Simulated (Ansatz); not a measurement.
KCl (started from an entry of an open crystallographic database), relaxed with r2SCAN, was run in Ansatz under altered settings. All numbers are computed, without spin polarisation but where a row says otherwise.

```yaml
crystal:
  lattice:
    - [0.00000, 3.14485, 3.14485]
    - [3.14485, 0.00000, 3.14485]
    - [3.14485, 3.14485, 0.00000]
  atoms:
    - { symbol: K, position: [0.00000, 0.00000, 0.00000] }
    - { symbol: Cl, position: [0.50000, 0.50000, 0.50000] }
```

The base run's other keys:
```yaml
kpoints:
  mp_grid: { grid: [4, 4, 4] }
hamiltonian:
  xc: hse06
scf:
  occupations: { method: fixed }
  n_extra_bands: 4
```

It takes 10 iterations with 1243 plane waves at 420 eV and 8 k points, and leaves a mean stress of +0.48 GPa. The gap over this mesh is 6.505 eV. It ran on 4 threads of Arm Neoverse V1 (shared host).

Outcomes, with energy and stress as changes against the base:

| setting | outcome | ΔF (meV/atom) | Δ mean stress (GPa) | gap on the mesh (eV) | iterations | wall time |
| --- | --- | --- | --- | --- | --- | --- |
| PBE hybrid, exx coeff 0.05, unscreened | converged | – | +0.2 | 5.600 | 9 | 3.7 s |
| PBE hybrid, exx coeff 0.05, omega 0.3 1/Å | converged | – | +0.2 | 5.405 | 8 | 3.8 s |
| PBE hybrid, exx coeff 0.35, omega 0.2078 1/Å | converged | – | -0.1 | 7.040 | 11 | 4.3 s |
| scf.exx.singularity: wigner_seitz | converged | 0.0 | 0.0 | 6.505 | 10 | 4.1 s |
| scf.convergence.dr2_threshold: 0.0001 | converged, warned | 0.0 | 0.0 | 6.505 | 11 | 4.1 s |
| kpoints.mp_grid.grid: [3, 3, 3] | converged | +1.1 | 0.0 | 6.507 | 10 | 2.4 s |

A dash marks a value that wasn't obtained or can't be compared. Stress is positive in compression. The base took 4.1 s.

- PBE hybrid, exx coeff 0.05, unscreened. That is 5 % exact exchange, at all ranges, against HSE06's 25 % screened at 0.208 1/Å. The mean stress moves by +0.2 GPa and the gap on the mesh by -0.906 eV (to 5.600). Totals of different functionals aren't comparable.
- PBE hybrid, exx coeff 0.05, omega 0.3 1/Å. That is 5 % exact exchange, screened with ω = 0.3 1/Å, against HSE06's 25 % screened at 0.208 1/Å. The mean stress moves by +0.2 GPa and the gap on the mesh by -1.100 eV (to 5.405). Totals of different functionals aren't comparable.
- PBE hybrid, exx coeff 0.35, omega 0.2078 1/Å. That is 35 % exact exchange, screened with ω = 0.2078 1/Å, against HSE06's 25 % screened at 0.208 1/Å. The mean stress moves by -0.1 GPa and the gap on the mesh by +0.535 eV (to 7.040). Totals of different functionals aren't comparable.
- scf.convergence.dr2_threshold: 0.0001. It converges in 11 iterations against the base's 10. Even so loose a threshold leaves the results unchanged here, which can't be counted on. Warned: force scf threshold loose.
- kpoints.mp_grid.grid: [3, 3, 3]. The free energy moves by +1.1 meV an atom, the mean stress by 0.0 GPa and the gap on the mesh by +0.002 eV (to 6.507). The mesh is too coarse.

Within 1 meV an atom, 0.1 GPa and 0.005 eV of the base stay: scf.exx.singularity: wigner_seitz; scf.convergence.dr2_threshold: 0.0001.

The meshes of the hybrids are coarse, so their gaps aren't converged to the digits shown.
